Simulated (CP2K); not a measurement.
## TaN under changes of volume

One of the cells (10.813 Å³/atom); the others are scaled copies at fixed shape and fractional positions:

```
Ta N
1.0
     3.12728    0.00000    0.00000
     1.56364    2.70831    0.00000
     1.56364    0.90277    2.55342
Ta N
1 1
Direct
  0.50000 0.50000 0.50000
  0.00000 0.00000 0.00000
```

The cell comes from a database or a generator and needn't be the stable form of this composition.

- Program: CP2K 2026.2
- Functional: LDA
- Potentials or basis: GTH_POTENTIALS Ta GTH-PADE-q13, N GTH-PADE-q5; TZVP-MOLOPT-PBE-GTH basis
- Density cutoff: 6123 eV
- k mesh: 10 × 10 × 10
- Occupations: fermi-dirac, width 0.0259 eV
- Spin: no spin polarisation

```tsv
volume (Å³/atom)	energy over the lowest point (meV/atom)	pressure (GPa)
10.164	0.00	-123.1
10.381	?	?
10.597	331.70	-121.6
10.813	494.51	-119.4
11.030	653.90	-116.5
11.246	808.91	-113.2
11.462	959.25	-109.6
```

Task: What does the run at 10.381 Å³/atom give?

Result: Energy over the lowest point 166.07 meV/atom; pressure -123.0 GPa.

Worked out: A Birch-Murnaghan fit of order 3 (a polynomial in V^(-2/3)) to the other rows has no minimum within the range. It gives 166.98 meV/atom at 10.381 Å³/atom, against the run's 166.07, and -dE/dV = -122.9 GPa, against -123.0.

Energies are extrapolated to zero smearing.

Caveats: the basis of atomic orbitals isn't converged, which shifts pressures, moduli and gaps.
